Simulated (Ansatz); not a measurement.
# Relaxing tungsten (beta-W (A15))

Method: DFT, PBE, plane waves (420 eV) with PAW, scalar-relativistic in Ansatz.

k-point mesh 5×5×5, Fermi-Dirac smearing 0.1 eV, no spin polarisation. Cell and atoms relax.

Starting structure:

```yaml
crystal:
  lattice:
    - [5.08300, 0.00000, 0.00000]
    - [0.00000, 5.08300, 0.00000]
    - [0.00000, 0.00000, 5.08300]
  atoms:
    - { symbol: W, position: [0.00000, 0.00000, 0.00000] }
    - { symbol: W, position: [0.50000, 0.50000, 0.50000] }
    - { symbol: W, position: [0.00000, 0.50000, 0.25000] }
    - { symbol: W, position: [0.00000, 0.50000, 0.75000] }
    - { symbol: W, position: [0.25000, 0.00000, 0.50000] }
    - { symbol: W, position: [0.75000, 0.00000, 0.50000] }
    - { symbol: W, position: [0.50000, 0.75000, 0.00000] }
    - { symbol: W, position: [0.50000, 0.25000, 0.00000] }
```

**Question.** The pressure at the start is -0.8 GPa. By how much does the volume change?

**Answer.** From 16.42 to 16.37 Å³ per atom, -0.3 %. The final cell has a = 5.078 Å.

**Question.** How much energy does the relaxation gain?

**Answer.** 0.1 meV per atom.

Path of the relaxation (the plane waves are chosen anew near the end, which can shift the energy a little):

```
step  E − E(final) (meV/atom)  V (Å³/atom)  P (GPa)  max force (eV/Å)
   0                     0.12       16.416    -0.82             0.000
   1                    -0.02       16.371    -0.01             0.000
   2                     0.00       16.371    -0.01             0.000
```
